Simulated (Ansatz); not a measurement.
Runs of Ansatz 0.2.0 on GaAs. It takes space group F-43m (No. 216, cubic). Conventional cell: a = 5.654 Å, b = 5.654 Å, c = 5.654 Å, α = 90.00°, β = 90.00°, γ = 90.00°. Around As (site symmetry -43m) lie 4 Ga at 2.45 Å. Ga (site symmetry -43m) has 4 As at 2.45 Å as nearest neighbours. 

```csv
task,level,potentials or basis,cell,k mesh,cutoff (eV),points for each segment of the path,mesh quality,gap on the mesh (eV),pressure (GPa),relaxed volume (Å³/atom)
band structure,SVWN5,Ansatz PAW,as given,8 × 8 × 8,420,14,not flagged,0.28,(b),-
relaxation of cell and atoms,revPBE+D3(BJ),Ansatz PAW,relaxed,8 × 8 × 8,420,-,not flagged,0.62,0.0,22.55
band structure,PBE,Ansatz NC,as given,8 × 8 × 8,1143,14,not flagged,0.51,3.4,-
relaxation of cell and atoms,r2SCAN+rVV10,Ansatz PAW,relaxed,8 × 8 × 8,500,-,not flagged,(a),0.0,22.51
```

Alike in all rows: no spin polarisation; smearing fermi-dirac 0.05 eV.

Fill in the values left out.

(a) 1.03; (b) -2.0.

Caveats: the PAW data sets come from PBE, with cores solved anew for the run's functional, which leaves a small shift of forces and pressure (some runs); the plane-wave basis is chosen anew once the cell has moved, so the energies of steps on either side of that aren't comparable (some runs).

A k mesh can miss the band edges, and the runs leave out spin-orbit coupling on As, Ga.
